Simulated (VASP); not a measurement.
# Mo (Im-3m) in VASP: further runs, part 2 of 2

VASP 6.6.1. Earlier steps stand in the parts before.

### Step 3. Band structure, r2SCAN

Input file INCAR:

```
PREC     = Accurate       # precision mode
ENCUT    = 520            # plane-wave cutoff, eV
EDIFF    = 1E-6           # SCF threshold, eV
ISMEAR   = 1              # smearing method
SIGMA    = 0.1            # smearing width, eV
LREAL    = F              # projectors in reciprocal space
LASPH    = T              # aspherical terms in the spheres
NELM     = 80             # most SCF steps
ALGO     = Normal         # electronic algorithm
ISIF     = 2              # what is computed and relaxed
LWAVE    = F              # write WAVECAR
LCHARG   = F              # write CHGCAR
LMAXMIX  = 4              # l up to which the mixer works
METAGGA  = R2SCAN         # meta-GGA
LMIXTAU  = T            
NBANDS   = 13             # bands
KPAR     = 4
```

Input file KPOINTS:

```
Automatic mesh
0
Gamma
  16 16 16
```

Input file POSCAR:

```
Mo                                      
1.0
   -1.5653291279      1.5653291279      1.5653291279
    1.5653291279     -1.5653291279      1.5653291279
    1.5653291279      1.5653291279     -1.5653291279
  Mo            
     1
Direct
     0.0000000000000000    0.0000000000000000    0.0000000000000000
```

KPOINTS_OPT is that of step 2.

Potentials or basis: VASP PAW PBE potentials, release 64 (Mo_sv).

Launch:

```
cat potpaw_PBE.64/Mo_sv/POTCAR > POTCAR
mpirun -np 4 vasp_std > vasp.out
```

OUTCAR:

```text
PREC = Accurate
   ENCUT = 520
   EDIFF = 1E-6
   ISMEAR = 1
   LREAL = F
   LASPH = T
   NELM = 80
   ISIF = 2
   METAGGA = R2SCAN

 ion  position               nearest neighbor table
   1  0.000  0.000  0.000-

  LATTYP: Found a body centered cubic cell.
 ALAT       =     3.1306582558

  Lattice vectors:

 A1 = (  -1.5653291279,   1.5653291279,   1.5653291279)
 A2 = (   1.5653291279,  -1.5653291279,   1.5653291279)
 A3 = (   1.5653291279,   1.5653291279,  -1.5653291279)

Analysis of symmetry for initial positions (statically):
=====================================================================
 Subroutine PRICEL returns:
 Original cell was already a primitive cell.

 Routine SETGRP: Setting up the symmetry group for a
 body centered cubic supercell.

 Subroutine GETGRP returns: Found 48 space group operations
 (whereof 48 operations were pure point group operations)
 out of a pool of 48 trial point group operations.

The static configuration has the point symmetry O_h .

Analysis of symmetry for dynamics (positions and initial velocities):
=====================================================================
 Subroutine PRICEL returns:
 Original cell was already a primitive cell.

 Routine SETGRP: Setting up the symmetry group for a
 body centered cubic supercell.

 Subroutine GETGRP returns: Found 48 space group operations
 (whereof 48 operations were pure point group operations)
 out of a pool of 48 trial point group operations.

The dynamic configuration has the point symmetry O_h .

 Subroutine INISYM returns: Found 48 space group operations
 (whereof 48 operations are pure point group operations),
 and found     1 'primitive' translations

----------------------------------------------------------------------------------------

                                     Primitive cell

  volume of cell :      15.3418

  direct lattice vectors                    reciprocal lattice vectors
    -1.565329128  1.565329128  1.565329128     0.000000000  0.319421642  0.319421642
     1.565329128 -1.565329128  1.565329128     0.319421642  0.000000000  0.319421642
     1.565329128  1.565329128 -1.565329128     0.319421642  0.319421642  0.000000000

  length of vectors
     2.711229580  2.711229580  2.711229580     0.451730418  0.451730418  0.451730418

  position of ions in fractional coordinates (direct lattice)
     0.000000000  0.000000000  0.000000000

  ion indices of the primitive-cell ions
   primitive index   ion index
                 1           1

----------------------------------------------------------------------------------------

 KPOINTS: Automatic mesh

Automatic generation of k-mesh.
 Grid dimensions read from file:
 generate k-points for:   16   16   16

 Generating k-lattice:

  Cartesian coordinates                     Fractional coordinates (reciprocal lattice)
     0.000000000  0.019963853  0.019963853     0.062500000  0.000000000  0.000000000
     0.019963853  0.000000000  0.019963853     0.000000000  0.062500000  0.000000000
     0.019963853  0.019963853  0.000000000     0.000000000  0.000000000  0.062500000

  Length of vectors
     0.028233151  0.028233151  0.028233151

  Shift w.r.t. Gamma in fractional coordinates (k-lattice)
     0.000000000  0.000000000  0.000000000

 Subroutine IBZKPT returns following result:
 ===========================================

 Found    145 irreducible k-points:

 Following reciprocal coordinates:
            Coordinates               Weight
  0.000000  0.000000  0.000000      1.000000
  0.062500  0.000000  0.000000     12.000000
  0.125000  0.000000  0.000000     12.000000
  0.187500  0.000000  0.000000     12.000000
  0.250000  0.000000  0.000000     12.000000
  0.312500  0.000000  0.000000     12.000000
[... 16 lines left out ...]
  0.187500  0.187500  0.000000     24.000000
  0.250000  0.187500 -0.000000     48.000000
 [... further k-points ...]
   k-points           NKPTS =    145   k-points in BZ     NKDIM =    145   number of bands    NBANDS=     13
   number of dos      NEDOS =    301   number of ions     NIONS =      1
   total plane-waves  NPLWV =   8000
   dimension x,y,z NGX =    20 NGY =   20 NGZ =   20
   dimension x,y,z NGXF=    40 NGYF=   40 NGZF=   40
   ions per type =               1
   NGX,Y,Z   is equivalent  to a cutoff of  12.26, 12.26, 12.26 a.u.
   NGXF,Y,Z  is equivalent  to a cutoff of  24.53, 24.53, 24.53 a.u.
 SYSTEM =  unknown system
   PREC   = accura    normal or accurate (medium, high low for compatibility)
   ISTART =      0    job   : 0-new  1-cont  2-samecut
   ICHARG =      2    charge: 1-file 2-atom 10-const
   ISPIN  =      1    spin polarized calculation?
   LNONCOLLINEAR =      F non collinear calculations
   LSORBIT =      F    spin-orbit coupling
   LASPH  =      T    aspherical Exc in radial PAW
   ENCUT  =  520.0 eV  38.22 Ry    6.18 a.u.   5.04  5.04  5.04*2*pi/ulx,y,z
   NELM   =     80;   NELMIN=  2; NELMDL= -5     # of ELM steps
   EDIFF  = 0.1E-05   stopping-criterion for ELM
   LREAL  =      F    real-space projection
   EDIFFG = 0.1E-04   stopping-criterion for IOM
   NSW    =      0    number of steps for IOM
   IBRION =     -1    ionic relax: 0-MD 1-quasi-New 2-CG
   NFREE  =      0    steps in history (QN), initial steepest desc. (CG)
   ISIF   =      2    stress and relaxation
   ISYM   =      2    0-nonsym 1-usesym 2-fastsym
   POTIM  = 0.5000    time-step for ionic-motion
   TEBEG  =    0.0;   TEEND  =   0.0 temperature during run
   PSTRESS=    0.0 pullay stress
   NELECT =      14.0000    total number of electrons
   NUPDOWN=      -1.0000    fix difference up-down
   EMIN   =  10.00;   EMAX   =-10.00  energy-range for DOS
   EFERMI =   0.00;   METHOD = LEGACY
   ISMEAR =     1;   SIGMA  =   0.10  broadening in eV -4-tet -1-fermi 0-gaus
   EFERMI_NEDOS =   21; number of points for ismear=-14 and -15
   IALGO  =     38    algorithm
   IMIX   =      4    mixing-type and parameters
     AMIX     =   0.40;   BMIX     =  1.00
     AMIX_MAG =   1.60;   BMIX_MAG =  1.00
  volume/ion in A,a.u.               =      15.34       103.53
  Fermi-wavevector in a.u.,A,eV,Ry     =   1.587907  3.000710 34.306410  2.521450
  Thomas-Fermi vector in A             =   2.686993
   LORBIT       =      0    0 simple, 1 ext, 2 COOP (PROOUT), +10 PAW based schemes
   METAGGA = R2SCAN    functional components
   LHFCALC =     F    Hartree Fock is set to
   AEXX    =    0.0000 exact exchange contribution
   IVDW    =     0    specifies the selected vdW correction
   LEPSILON=     F    determine dielectric tensor
   LRPA    =     F    only Hartree local field effects (RPA)
 non-spin polarized calculation
 Methfessel and Paxton  Order N= 1 SIGMA  =   0.10
  energy-cutoff  :      520.00
  volume of cell :       15.34
 maximum number of plane-waves:       427
   NGX =  9   NGY =  9   NGZ =  9

 number of electron      13.9999998 magnetization

 Free energy of the ion-electron system (eV)
  ---------------------------------------------------
  ext. energy  EPLUGINS =         0.00000000
  ---------------------------------------------------
  free energy    TOTEN  =       -26.07684151 eV

  energy without entropy =      -26.07728084  energy(sigma->0) =      -26.07698795

 E-fermi :  12.8667     XC(G=0): -14.7539

 val. band max:       12.8497685415   @ k =   0.3750   0.0000   0.0000
 cond. band min:      12.9080536279   @ k =   0.1875   0.0000   0.0000
 fundamental gap:      0.0582850864
 Fermi energy:        12.8666647800

 k-point     1 :       0.0000    0.0000    0.0000
  band No.  band energies     occupation
      1     -50.3630      2.00000
      2     -22.7878      2.00000
      3     -22.7878      2.00000
      4     -22.7878      2.00000
      5       5.1345      2.00000
      6      11.3989      2.00000
      7      11.3989      2.00000
      8      11.3989      2.00000
      9      14.8063     -0.00000
     10      14.8063     -0.00000
     11      28.3773      0.00000
     12      28.3773      0.00000
     13      28.3773      0.00000
[... 353 lines left out ...]
 k-point    24 :       0.2500    0.1875   -0.0000
  band No.  band energies     occupation
      1     -50.0843      2.00000
      2     -24.0410      2.00000
      3     -23.3053      2.00000
      4     -22.9258      2.00000
      5       8.3743      2.00000
      6       9.7200      2.00000
      7      10.9093      2.00000
      8      14.1190     -0.00000
      9      15.6002      0.00000
     10      17.8121      0.00000
     11      26.9449      0.00000
     12      28.4046      0.00000
     13      31.6669      0.00000

 [... further k-points ...]

------------------------ aborting loop because EDIFF is reached ----------------------------------------

  FORCE on cell =-STRESS in cart. coord.  units (eV):
  Direction    XX          YY          ZZ          XY          YZ          ZX
  --------------------------------------------------------------------------------------
  -------------------------------------------------------------------------------------
  Total        0.6042835      0.6042835      0.6042835      0.0000000      0.0000000      0.0000000
  in kB       63.1065308     63.1065308     63.1065308      0.0000000      0.0000000      0.0000000
  external PRESSURE =      63.1065308 kB  Pullay stress =       0.0000000 kB

 VOLUME and BASIS-vectors are now :
 -----------------------------------------------------------------------------
  energy-cutoff  :      520.00
  volume of cell :       15.34
      direct lattice vectors                 reciprocal lattice vectors
    -1.565329128  1.565329128  1.565329128     0.000000000  0.319421642  0.319421642
     1.565329128 -1.565329128  1.565329128     0.319421642  0.000000000  0.319421642
     1.565329128  1.565329128 -1.565329128     0.319421642  0.319421642  0.000000000

 POSITION                                       TOTAL-FORCE (eV/Angst)
 -----------------------------------------------------------------------------------
      0.00000      0.00000      0.00000        -0.000000      0.000000      0.000000
 -----------------------------------------------------------------------------------
    total drift:                                0.000000      0.000000      0.000000

  FREE ENERGIE OF THE ION-ELECTRON SYSTEM (eV)
  ---------------------------------------------------
  free  energy   TOTEN  =       -26.0768415115 eV

  energy  without entropy=      -26.0772808402  energy(sigma->0) =      -26.07698795
```

Wall time 18 s (4 MPI ranks of Intel Xeon 6975P-C (Granite Rapids), shared host); peak memory 0.16 GiB.

What came out:

* Free energy: -26.0768 eV
* Pressure: 6.3 GPa
* Band gap along the path: none (metal or under the smearing width)

Levels at the corners of the path, in eV from the Fermi level:
```tsv
point	band 5	band 6	band 7	band 8	band 9	band 10
Γ	-7.73	-1.47	-1.47	-1.47	1.94	1.94
H	-5.81	-5.81	4.25	4.25	4.25	9.62
H	-5.81	-5.81	4.25	4.25	4.25	9.62
N	-5.72	-3.69	1.65	1.93	2.65	5.06
N	-5.72	-3.69	1.65	1.93	2.65	5.06
Γ	-7.73	-1.47	-1.47	-1.47	1.94	1.94
Γ	-7.73	-1.47	-1.47	-1.47	1.94	1.94
P	-2.86	-2.86	-2.86	2.79	2.79	10.48
P	-2.86	-2.86	-2.86	2.79	2.79	10.48
H	-5.81	-5.81	4.25	4.25	4.25	9.62
P	-2.86	-2.86	-2.86	2.79	2.79	10.48
N	-5.72	-3.69	1.65	1.93	2.65	5.06
```

Caveat: the PAW data sets were made with another functional, which shifts forces and pressure a little.

### Step 4. Band structure, PBE, spin-orbit coupling, no magnetisation

Changes to INCAR since step 3:

```diff
@@ -12,6 +12,10 @@
 LCHARG   = F              # write CHGCAR
+LNONCOLLINEAR= T              # non-collinear magnetism
+MAGMOM   = 0 0 0          # initial moments
+LORBIT   = 11             # projections on sites
+LSORBIT  = T              # spin-orbit coupling
+GGA_COMPAT= F            
 LMAXMIX  = 4              # l up to which the mixer works
-METAGGA  = R2SCAN         # meta-GGA
-LMIXTAU  = T            
-NBANDS   = 13             # bands
+GGA      = PE             # functional
+NBANDS   = 25             # bands
 KPAR     = 4
```

KPOINTS is that of step 3.

POSCAR is that of step 3.

KPOINTS_OPT is that of step 3.

Potentials or basis: VASP PAW PBE potentials, release 64 (Mo_sv).

Launch:

```
cat potpaw_PBE.64/Mo_sv/POTCAR > POTCAR
mpirun -np 4 vasp_ncl > vasp.out
```

OUTCAR:

```text
PREC = Accurate
   ENCUT = 520
   EDIFF = 1E-6
   ISMEAR = 1
   LREAL = F
   LASPH = T
   NELM = 80
   ISIF = 2
   LNONCOLLINEAR = T
   LORBIT = 11
   LSORBIT = T
   GGA = PE

 ion  position               nearest neighbor table
   1  0.000  0.000  0.000-

  LATTYP: Found a body centered cubic cell.
 ALAT       =     3.1306582558

  Lattice vectors:

 A1 = (  -1.5653291279,   1.5653291279,   1.5653291279)
 A2 = (   1.5653291279,  -1.5653291279,   1.5653291279)
 A3 = (   1.5653291279,   1.5653291279,  -1.5653291279)

Analysis of symmetry for initial positions (statically):
=====================================================================
 Subroutine PRICEL returns:
 Original cell was already a primitive cell.

 Routine SETGRP: Setting up the symmetry group for a
 body centered cubic supercell.

 Subroutine GETGRP returns: Found 48 space group operations
 (whereof 48 operations were pure point group operations)
 out of a pool of 48 trial point group operations.

The static configuration has the point symmetry O_h .

Analysis of symmetry for dynamics (positions and initial velocities):
=====================================================================
 Subroutine PRICEL returns:
 Original cell was already a primitive cell.

 Routine SETGRP: Setting up the symmetry group for a
 body centered cubic supercell.

 Subroutine GETGRP returns: Found 48 space group operations
 (whereof 48 operations were pure point group operations)
 out of a pool of 48 trial point group operations.

The dynamic configuration has the point symmetry O_h .

[... 163 lines left out ...]

 val. band max:       12.8822092978   @ k =  -0.1875   0.1875   0.0625
 cond. band min:      12.9417382131   @ k =   0.3750   0.0000   0.0000
 fundamental gap:      0.0595289153
 Fermi energy:        12.9141098710

 k-point     1 :       0.0000    0.0000    0.0000
  band No.  band energies     occupation
      1     -48.3778      1.00000
      2     -48.3778      1.00000
      3     -23.3010      1.00000
      4     -23.3010      1.00000
      5     -20.7698      1.00000
      6     -20.7698      1.00000
[... 661 lines left out ...]
     24      27.8096      0.00000
     25      30.7711      0.00000

 [... further k-points ...]

------------------------ aborting loop because EDIFF is reached ----------------------------------------

  FORCE on cell =-STRESS in cart. coord.  units (eV):
  Direction    XX          YY          ZZ          XY          YZ          ZX
  --------------------------------------------------------------------------------------
  -------------------------------------------------------------------------------------
  Total        0.8059559      0.8059559      0.8059559     -0.0000000     -0.0000000     -0.0000000
  in kB       84.1675862     84.1675862     84.1675862     -0.0000000     -0.0000000     -0.0000000
  external PRESSURE =      84.1675862 kB  Pullay stress =       0.0000000 kB

 VOLUME and BASIS-vectors are now :
 -----------------------------------------------------------------------------
  energy-cutoff  :      520.00
  volume of cell :       15.34
      direct lattice vectors                 reciprocal lattice vectors
    -1.565329128  1.565329128  1.565329128     0.000000000  0.319421642  0.319421642
     1.565329128 -1.565329128  1.565329128     0.319421642  0.000000000  0.319421642
     1.565329128  1.565329128 -1.565329128     0.319421642  0.319421642  0.000000000

 POSITION                                       TOTAL-FORCE (eV/Angst)
 -----------------------------------------------------------------------------------
      0.00000      0.00000      0.00000         0.000000     -0.000000      0.000000
 -----------------------------------------------------------------------------------
    total drift:                                0.000000     -0.000000      0.000000

  FREE ENERGIE OF THE ION-ELECTRON SYSTEM (eV)
  ---------------------------------------------------
  free  energy   TOTEN  =       -11.0309579916 eV

  energy  without entropy=      -11.0315241832  energy(sigma->0) =      -11.03114672

 Spin-Orbit-Coupling matrix elements

 Ion:    1  E_soc:     -0.2050897
 l=   1
     0.0000000    -0.0301251    -0.0301251
    -0.0301251     0.0000000    -0.0301251
    -0.0301251    -0.0301251     0.0000000
 l=   2
     0.0000000    -0.0010161     0.0000000    -0.0010161    -0.0030404
    -0.0010161     0.0000000    -0.0022803    -0.0010161    -0.0007601
     0.0000000    -0.0022803     0.0000000    -0.0022803     0.0000000
    -0.0010161    -0.0010161    -0.0022803     0.0000000    -0.0007601
    -0.0030404    -0.0007601     0.0000000    -0.0007601     0.0000000
 l=   3
     0.0000000     0.0000000     0.0000000     0.0000000     0.0000000     0.0000000     0.0000000
     0.0000000     0.0000000     0.0000000     0.0000000     0.0000000     0.0000000     0.0000000
     0.0000000     0.0000000     0.0000000     0.0000000     0.0000000     0.0000000     0.0000000
     0.0000000     0.0000000     0.0000000     0.0000000     0.0000000     0.0000000     0.0000000
     0.0000000     0.0000000     0.0000000     0.0000000     0.0000000     0.0000000     0.0000000
     0.0000000     0.0000000     0.0000000     0.0000000     0.0000000     0.0000000     0.0000000
     0.0000000     0.0000000     0.0000000     0.0000000     0.0000000     0.0000000     0.0000000

 total charge

# of ion       s       p       d       tot
------------------------------------------
    1        2.388   6.213   3.948  12.549

 magnetization (x)

# of ion       s       p       d       tot
------------------------------------------
    1       -0.000   0.000   0.000  -0.000

 magnetization (y)

# of ion       s       p       d       tot
------------------------------------------
    1       -0.000   0.000   0.000  -0.000

 magnetization (z)

# of ion       s       p       d       tot
------------------------------------------
    1        0.000   0.000   0.000   0.000
```

OSZICAR:

```text
N       E                     dE             d eps       ncg     rms          rms(c)
DAV:   1     0.136731098536E+03    0.13673E+03   -0.81375E+03  7258   0.117E+03
DAV:   2    -0.905064613139E+01   -0.14578E+03   -0.14079E+03  8332   0.382E+02
DAV:   3    -0.116608695950E+02   -0.26102E+01   -0.25890E+01  8144   0.524E+01
DAV:   4    -0.116701173364E+02   -0.92477E-02   -0.92468E-02  8200   0.342E+00
DAV:   5    -0.116701910582E+02   -0.73722E-04   -0.73723E-04  8237   0.270E-01    0.154E+01
DAV:   6    -0.111110299167E+02    0.55916E+00   -0.73079E-01  7572   0.107E+01    0.439E+00
DAV:   7    -0.110345795593E+02    0.76450E-01   -0.14838E-01  8334   0.454E+00    0.104E+00
DAV:   8    -0.110313591290E+02    0.32204E-02   -0.23349E-03  7548   0.595E-01    0.780E-01
DAV:   9    -0.110309336891E+02    0.42544E-03   -0.72031E-04  8023   0.353E-01    0.107E-01
DAV:  10    -0.110309540191E+02   -0.20330E-04   -0.75364E-06  8254   0.349E-02    0.667E-02
DAV:  11    -0.110309582447E+02   -0.42256E-05   -0.67873E-06  7710   0.318E-02    0.418E-03
DAV:  12    -0.110309579916E+02    0.25314E-06   -0.16795E-07  4495   0.517E-03
   1 F= -.11030958E+02 E0= -.11031147E+02  d E =0.566192E-03  mag=    -0.0000    -0.0000    -0.0000
       N       E                     dE             ncg
DAV:   1    -0.259346980397E+04   -0.69433E+05     6400
DAV:   2    -0.212686315674E+05   -0.18675E+05     7582
DAV:   3    -0.215948946373E+05   -0.32626E+03     6792
DAV:   4    -0.215961494794E+05   -0.12548E+01     6971
DAV:   5    -0.215961606210E+05   -0.11142E-01     6884
DAV:   6    -0.215961608084E+05   -0.18741E-03     7072
DAV:   7    -0.215961608124E+05   -0.40086E-05     5714
DAV:   8    -0.215961608125E+05   -0.90866E-07     4245
```

Wall time 18 s (4 MPI ranks of Intel Xeon 6975P-C (Granite Rapids), shared host); peak memory 0.25 GiB.

What came out:

* Free energy: -11.0310 eV
* Pressure: 8.4 GPa
* Valence electrons inside the program's atomic spheres: Mo 12.55

### Step 5. Overview

| level | potentials or basis | spin | pressure (GPa) |
| --- | --- | --- | --- |
| LDA | VASP PAW LDA potentials, release 64 (Mo_sv) | off | -4.2 |
| r2SCAN | VASP PAW PBE potentials, release 64 (Mo_sv) | off | 6.3 |
| PBE | VASP PAW PBE potentials, release 64 (Mo_sv) | SOC, no magnetisation | 8.4 |

Alike in all rows: task band structure; cell as given; k mesh 16 × 16 × 16; cutoff (eV) 520; smearing methfessel-paxton 0.1 eV.

Caveats: the PAW data sets were made with another functional, which shifts forces and pressure a little (some runs).

Total energies depend on the potentials used, so only differences within one code and one set of settings carry meaning.
